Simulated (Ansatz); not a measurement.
# MgO: the cost of one run

Computed with Ansatz 0.2.0 (DFT PBE, scalar-relativistic, plane waves, PAW, unless a step's input says otherwise).

72 further runs of the same task are left out: 72 set aside as unsound or not needed.

### Step 1. The system as given

It takes space group P6_3/mmc (No. 194, hexagonal). Conventional cell: a = 3.521 Å, b = 3.521 Å, c = 4.239 Å, α = 90.00°, β = 90.00°, γ = 120.00°. Mg (site symmetry -6m2) has 5 O at 2.03 to 2.12 Å as nearest neighbours. O (site symmetry -6m2) has 5 Mg at 2.03 to 2.12 Å as nearest neighbours.

Coordinates:

```cif
data_structure
_symmetry_space_group_name_H-M 'P 1'
_symmetry_Int_Tables_number 1
_cell_length_a 3.5213
_cell_length_b 3.5213
_cell_length_c 4.2394
_cell_angle_alpha 90.000
_cell_angle_beta 90.000
_cell_angle_gamma 120.000
_cell_volume 45.52
loop_
_atom_site_label
_atom_site_type_symbol
_atom_site_fract_x
_atom_site_fract_y
_atom_site_fract_z
_atom_site_occupancy
Mg1 Mg 0.66667 0.33333 0.75000 1
Mg2 Mg 0.33333 0.66667 0.25000 1
O1 O 0.66667 0.33333 0.25000 1
O2 O 0.33333 0.66667 0.75000 1
```

It goes back to an entry of the Materials Project, which need not be the stable form.

This cell was relaxed beforehand with the same method: volume 11.38 Å³/atom, gap on the mesh 3.28 eV.

### Step 2. What is varied

The energy is mapped over volume and the cell's shape.

The axes are (1) volume per atom: 11 values from 10.471 to 12.292 Å³; (2) c/a of the conventional cell: 11 values from 1.111 to 1.304.

Nothing else is relaxed (symmetry fixes all fractional coordinates). Energies count from the relaxed crystal. Points are written as (first, second).

### Step 3. Grid point (11.745 Å³, 1.111)

The input, input.yaml:

```yaml
crystal:
  lattice:
    - [3.6547980344, 0.0, 0.0]
    - [-1.8273990172, 3.1651479435, 0.0]
    - [0.0, 0.0, 4.0612115758]
  atoms:
    - { symbol: Mg, position: [0.6666666667, 0.3333333333, 0.75] }
    - { symbol: Mg, position: [0.3333333333, 0.6666666667, 0.25] }
    - { symbol: O, position: [0.6666666667, 0.3333333333, 0.25] }
    - { symbol: O, position: [0.3333333333, 0.6666666667, 0.75] }
basis:
  ecutwfc: 520.0
kpoints:
  mp_grid: { grid: [9, 9, 6] }
hamiltonian:
  xc: pbe
  pseudopotentials: { kind: paw, azcp: { folder: soft_1 } }
scf:
  occupations: { method: gaussian, width: 0.05 }
output:
  forces: true
  stress: true
  eigenvalues: true
```

The run is started by

```bash
> ansatz run input.yaml --threads 1 --pin off --max-ram 2048MiB --backend cpu --events-out ev --progress --plain --runs-dir out
```

Q: Estimate wall time and peak memory on 1 thread of Intel Xeon Platinum 8488C (Sapphire Rapids), shared host.

About 2.5 s, with a peak of 0.39 GiB.
